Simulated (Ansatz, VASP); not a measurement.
SiC in VASP and in Ansatz

```
Si C
1.0
     3.33074    0.00000    0.00000
    -1.66537    2.88451    0.00000
     0.00000    0.00000    4.37244
Si C
2 2
Direct
  0.33333 0.66667 0.00456
  0.66667 0.33333 0.50456
  0.33333 0.66667 0.38044
  0.66667 0.33333 0.88044
```

Alike in both runs: task single point; functional PBE; k mesh 12 × 12 × 6; occupations gaussian, width 0.05 eV; no spin polarisation.

|  | VASP | Ansatz |
| --- | --- | --- |
| version | VASP 6.6.1 | Ansatz 0.2.0 |
| potentials or method | VASP PAW PBE potentials, release 64 (Si, C) | scalar-relativistic, plane waves, PAW |
| plane-wave cutoff (eV) | 520 | 420 |
| valence electrons in the cell | 16 | 16 |

Ansatz gave:

```
gap on the k mesh at the Fermi level (eV)       : 1.05
least direct gap on the mesh (eV)               : 1.47
pressure (GPa)                                  : 14.7
largest component of the traceless stress (GPa) : 91.82
rms of the force components (eV/Å)              : 3.070
```

Task: Which values does VASP return?

Result: gap on the k mesh at the Fermi level (eV): 1.03; least direct gap on the mesh (eV): 1.44; pressure (GPa): 14.7; largest component of the traceless stress (GPa): 92.10; rms of the force components (eV/Å): 3.069.

Atom by atom the forces differ by 0.001 eV/Å (rms over components).

Caveats: forces of over 1 eV/Å show positions far from the minimum, so gaps and moduli don't describe the material at rest. PBE gaps usually lie below the measured ones, often by a third to a half. A k mesh can miss the band edges.
